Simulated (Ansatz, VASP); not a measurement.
# AlN: VASP beside Ansatz

Contents of INCAR:

```
SYSTEM = AlN
ALGO     = Normal         ! electronic algorithm
EDIFF    = 1E-6           ! SCF threshold, eV
ENCUT    = 520            ! plane-wave cutoff, eV
GGA      = PS             ! functional
ISIF     = 2              ! what is computed and relaxed
ISMEAR   = 0              ! smearing method
LASPH    = .True.         ! aspherical terms in the spheres
LCHARG   = .True.         ! write CHGCAR
LELF     = .True.         ! ELF
LREAL    = .False.        ! projectors in reciprocal space
LVHAR    = .True.       
LWAVE    = .False.        ! write WAVECAR
NBANDS   = 11             ! bands
NELM     = 100            ! most SCF steps
PREC     = Accurate       ! precision mode
SIGMA    = 0.01           ! smearing width, eV
```

The input KPOINTS:

```
k-points
0
Gamma
  8 8 8
  0 0 0
```

POSCAR

```
AlN
1.0
    0.0000000000      2.0188684454      2.0188684454
    2.0188684454      0.0000000000      2.0188684454
    2.0188684454      2.0188684454      0.0000000000
Al N
1 1
Direct
    0.0000000000      0.0000000000      0.0000000000
    0.5000000000      0.5000000000      0.5000000000
```

Input for Ansatz:

```yaml
crystal:
  lattice:
    - [0.0, 2.0188684454, 2.0188684454]
    - [2.0188684454, 0.0, 2.0188684454]
    - [2.0188684454, 2.0188684454, 0.0]
  atoms:
    - { symbol: Al, position: [0.0, 0.0, 0.0] }
    - { symbol: "N", position: [0.5, 0.5, 0.5] }
kpoints:
  mp_grid: { grid: [8, 8, 8] }
hamiltonian:
  xc: pbesol
scf:
  occupations: { method: fixed }
  n_extra_bands: 4
output:
  forces: true
  stress: true
  eigenvalues: true
```

The cell was built by a generator and needn't be a form met in nature.

Alike in both runs: task single point; functional PBEsol; k mesh 8 × 8 × 8; no spin polarisation.

|  | VASP | Ansatz |
| --- | --- | --- |
| version | VASP 6.6.1 | Ansatz 0.2.0 |
| potentials or method | VASP PAW PBE potentials, release 64 (Al, N) | plane waves, PAW |
| plane-wave cutoff (eV) | 520 | 420 |
| occupations | gaussian, width 0.01 eV | fixed |
| valence electrons in the cell | 8 | 8 |

Ansatz gave:

| Property | Result |
| --- | --- |
| gap on the k mesh at the Fermi level (eV) | 4.60 |
| pressure (GPa) | 1.5 |

Estimate VASP's values.

gap on the k mesh at the Fermi level (eV): 4.59; pressure (GPa): 1.4.

Caveats: the PAW data sets were made with another functional, which shifts forces and pressure a little (VASP). A k mesh can miss the band edges. PBEsol gaps usually lie below the measured ones, often by a third to a half.
